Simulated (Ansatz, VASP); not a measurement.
## CoO: VASP beside Ansatz

```
Co O
1.0
     0.00000    2.24956    2.24956
     2.24956    0.00000    2.24956
     2.24956    2.24956    0.00000
Co O
1 1
Direct
  0.00000 0.00000 0.00000
  0.25000 0.25000 0.25000
```

Alike in both runs: task electric field gradients; functional PBEsol; k mesh 13 × 13 × 13; occupations fermi-dirac, width 0.05 eV; collinear spin.

|  | VASP | Ansatz |
| --- | --- | --- |
| version | VASP 6.6.1 | Ansatz 0.2.0 |
| potentials or method | VASP PAW PBE potentials, release 64 (Co, O) | PAW with Ansatz's default frozen-core files, scalar-relativistic |
| plane-wave cutoff (eV) | 520 | 420 |
| valence electrons in the cell | 15 | 23 |

VASP gave:

* pressure (GPa): -8.2
* net moment per atom (μB): 1.38
* size of the moment on the site where the two differ most (μB): 2.37
* Vzz of the field gradient on the site that differs most (V/Å²): 0.0

Problem. Estimate Ansatz's values.

Solution. Pressure (GPa): -7.9; net moment per atom (μB): 1.39; size of the moment on the site where the two differ most (μB): 2.24; Vzz of the field gradient on the site that differs most (V/Å²): 0.0.

Site moments also hang on the region over which each program counts them. The two sets of potentials don't hold the same shells in valence.

Caveats: the PAW data sets were made with another functional, which shifts forces and pressure a little (VASP); a cell with one magnetic atom can't hold antiferromagnetic order, which such compounds often take; semilocal functionals often make such compounds metallic where correlation or magnetic order opens a gap, which also shifts bond lengths. With open d or f shells a metallic result of PBEsol can be an artefact of self-interaction; +U or a hybrid may open a gap.
